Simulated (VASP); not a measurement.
Crystal: MoS2.

```
CELL_PARAMETERS angstrom
3.14941 0.00000 0.00000
-1.57471 2.72747 0.00000
0.00000 0.00000 18.75395
ATOMIC_POSITIONS crystal
Mo 0.66667 0.33333 0.00000
Mo 0.33333 0.66667 0.67730
Mo 0.33333 0.66667 0.32270
S 0.33333 0.66667 0.08349
S 0.66667 0.33333 0.76082
S 0.66667 0.33333 0.40621
S 0.33333 0.66667 0.91651
S 0.66667 0.33333 0.59379
S 0.66667 0.33333 0.23918
```

Measurements of this composition are mostly on another form, of space group No. 194.

Base run:

* Program: VASP 6.6.1
* Functional: PBE
* Dispersion: D3(BJ)
* Potentials or basis: VASP PAW PBE potentials, release 64 (Mo_sv, S)
* Cutoff: 520 eV
* k mesh: 12 × 12 × 1
* Occupations: gaussian, width 0.02 eV
* Spin: no spin polarisation

Its results: band gap on the k mesh 0.96 eV, indirect (least direct gap 1.75 eV); pressure -0.1 GPa; largest force 0.010 eV/Å.

**Question.** The run is repeated on the same cell with these changes: k mesh from 12 × 12 × 1 to 12 × 12 × 2. What comes out?

**Answer.** Band gap on the k mesh 0.90 eV, indirect (least direct gap 1.72 eV); pressure -0.1 GPa; largest force 0.010 eV/Å.

Caveats: an odd mesh through Γ misses points on the zone boundary, where band edges often lie (some runs).
